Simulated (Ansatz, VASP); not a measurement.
One calculation of HfO2, two programs

File INCAR:

```
PREC = Accurate
ENCUT = 600
EDIFF = 1E-7
ISMEAR = 0
SIGMA = 0.02
LREAL = False
LASPH = True
NELM = 100
ALGO = Normal
ISIF = 3
LWAVE = False
LCHARG = False
GGA = PE
IBRION = 2
NSW = 100
EDIFFG = -0.005
```

KPOINTS

```
Automatic mesh
0
Gamma
  8 8 8
```

File POSCAR:

```
HfO2
1.0
    0.0000000000      2.5575019374      2.5575019374
    2.5575019374      0.0000000000      2.5575019374
    2.5575019374      2.5575019374      0.0000000000
Hf O
1 2
Direct
    0.0000000000      0.0000000000      0.0000000000
    0.2500000000      0.2500000000      0.2500000000
    0.7500000000      0.7500000000      0.7500000000
```

Input for Ansatz:

```yaml
crystal:
  lattice:
    - [0.0, 2.5575019374, 2.5575019374]
    - [2.5575019374, 0.0, 2.5575019374]
    - [2.5575019374, 2.5575019374, 0.0]
  atoms:
    - { symbol: Hf, position: [0.0, 0.0, 0.0] }
    - { symbol: O, position: [0.25, 0.25, 0.25] }
    - { symbol: O, position: [0.75, 0.75, 0.75] }
basis:
  ecutwfc: 420
kpoints:
  mp_grid: { grid: [8, 8, 8] }
hamiltonian:
  xc: pbe
scf:
  occupations: { method: gaussian, width: 0.02 }
output:
  forces: true
  stress: true
  eigenvalues: true
  write_density: true
  write_potential: true
  elf: true
  volumetric_format: npy
relax:
  adjacent_minimum: "off"
  f_tol: 0.005
  max_steps: 80
  cell: { stress_tol: 0.05 }
```

Measurements of this composition are mostly on another form, of space group No. 14.

Alike in both runs: task relaxation of cell and atoms; functional PBE; k mesh 8 × 8 × 8; occupations gaussian, width 0.02 eV; no spin polarisation.

|  | VASP | Ansatz |
| --- | --- | --- |
| version | VASP 6.6.1 | Ansatz 0.2.0 |
| potentials or method | VASP PAW PBE potentials, release 64 (Hf_pv, O) | scalar-relativistic, plane waves, PAW |
| plane-wave cutoff (eV) | 600 | 420 |
| valence electrons in the cell | 22 | 38 |

```csv
,VASP,Ansatz,Ansatz less VASP
"gap on the k mesh at the Fermi level, each at its own relaxed structure (eV)",3.80,3.75,-0.056
relaxed volume (Å³/atom),10.87,11.04,+0.173
relaxed cell length with the largest relative difference (Å),3.586,3.605,+0.0189
energy change over the relaxation (meV/atom),-6,-1,+4.8
```

The two sets of potentials don't hold the same shells in valence.

Caveats: spin-orbit coupling is left out, which moves the levels of the heavy elements. A k mesh can miss the band edges.
